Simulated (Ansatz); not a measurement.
The system is Sr.

```
CELL_PARAMETERS angstrom
4.31000 0.00000 0.00000
-2.15500 3.73257 0.00000
0.00000 0.00000 7.05000
ATOMIC_POSITIONS crystal
Sr 0.66667 0.33333 0.75000
Sr 0.33333 0.66667 0.25000
```

This isn't the form of Sr at room conditions, which is fcc.

```yaml
Program: Ansatz 0.2.0
Task: single point
Functional: PBE
Potentials_or_basis: all-electron LAPW, scalar-relativistic
Cutoff: 69 eV (chosen from the basis error)
Basis_error_allowed: 0.001 eV/atom
k_mesh: 7 × 7 × 4
Occupations: fermi-dirac, width 0.05 eV
Spin: no spin polarisation
```

On this cell: pressure -0.3 GPa; largest force under 0.003 eV/Å; band gap on the k mesh none (metal or under the smearing width).

The same run follows on a disturbed copy (atoms moved at random, drawn with an rms of 0.05 Å):

```
Sr
1.0
     4.31000    0.00000    0.00000
    -2.15500    3.73257    0.00000
     0.00000    0.00000    7.05000
Sr
2
Direct
  0.66611 0.33272 0.75150
  0.34671 0.67081 0.24174
```

Task: What does the disturbed cell give?

Result: The energy (extrapolated to zero smearing) moves by +1.7 meV/atom; pressure -0.3 GPa; largest force 0.090 eV/Å; band gap on the k mesh none (metal or under the smearing width).

Forces on the atoms (eV/Å):
```
Sr   0.014  0.004 -0.089
Sr  -0.014 -0.004  0.089
```

Stress tensor (GPa, compression positive):
```
-0.43 -0.06 -0.01
-0.06 -0.39  0.00
-0.01  0.00  0.07
```

The runs don't all hold the same shells in valence.
